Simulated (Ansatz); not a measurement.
Sr: electron density at the nuclei under pressure

```
Sr
1.0
     4.30120    0.00000    0.00000
    -2.15060    3.72495    0.00000
     0.00000    0.00000    7.04456
Sr
2
Direct
  0.33333 0.66667 0.25000
  0.66667 0.33333 0.75000
```

Atom numbers follow the list: Sr1, Sr2.

Structure from Materials Project entry mp-139 (possibly hypothetical), not relaxed further.

All numbers below come from DFT, r2SCAN, all-electron PAW with datasets made for the crystal, scalar-relativistic (Ansatz 0.2.0).

Sampling and basis: a Γ-centred 11×11×6 k mesh, Fermi–Dirac smearing of 0.05 eV, cutoff 200 eV (chosen by the program for this cell), no spin polarisation.

The contact density is the mean electron density over the nuclear volume; its changes follow the s electrons' response to bonding and compression. Changes below are taken from the unscaled cell, where it is 400535 e/Å³ at Sr1.

```
V/V(cell)  P (GPa)  Δρ(0) Sr1 (e/Å³)
   0.9600      0.7              0.70
   1.0000      0.2              0.00
   1.0400     -0.3                 ?
```

Task: Fill in "Δρ(0) Sr1 (e/Å³)" for the row "1.0400".

Result: -0.61.

The datasets are made afresh for each cell, so very small changes are uncertain.
